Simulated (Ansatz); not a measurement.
## Compressing Si3N4: a fit and a missing row

Si3N4, I-43d, a = 6.490 Å. This isn't the usual stable structure of the compound. Ansatz: PBE, PAW, 420 eV, Γ-centred 6×6×6 mesh on 14 atoms, Gaussian smearing 0.02 eV; no spin polarisation. Shape and atoms are relaxed at each volume; pressure is positive in compression.

```
V (Å³/atom) P (GPa)
      8.593        ?
      8.886    27.82
      9.179    17.33
      9.472     8.08
      9.765     0.00
     10.058    -7.03
     10.351   -13.13
     10.741   -19.98
```

Question: Take V0 = 9.765 Å³/atom, fit the third-order Birch–Murnaghan form to the other rows, and predict the missing pressure.

Answer: With the Eulerian strain f = ½[(V0/V)^(2/3) − 1] and y = P/[3f(1 + 2f)^(5/2)], the form is the line y = B0 + 1.5 B0 (B0′ − 4) f. Rows (f, y): 0.03245, 244.2; 0.02106, 247.4; 0.01026, 249.5; -0.00976, 252.2; -0.01905, 253.2; -0.03077, 253.7. Means f = 0.0006983, y = 250.03; Σ(Δf)² = 0.003004, ΣΔfΔy = -0.4445; the slope is their ratio. y = 250.1 − 148.0 f GPa, so B0 = 250.1 GPa and B0′ = 4 + 2 × (-148.0)/(3 × 250.1) = 3.61. At V = 8.593, f = 0.04449, y = 243.52 and P = 40.22 GPa. The run gave 39.55 GPa, so the fit is 0.67 GPa too high, 1.1 % of the span of the series, against an rms of 0.06 GPa on the fitted rows. The row lies outside the fitted range. The points of y bend away from a line: a fourth-order term fitted to them gives P = 39.75 GPa at this row's volume (the line 40.22, the run 39.55).

Cost: 8 runs of about 5.8 core-minutes in all, on Intel Xeon Processor @ 2.70GHz (shared hosts).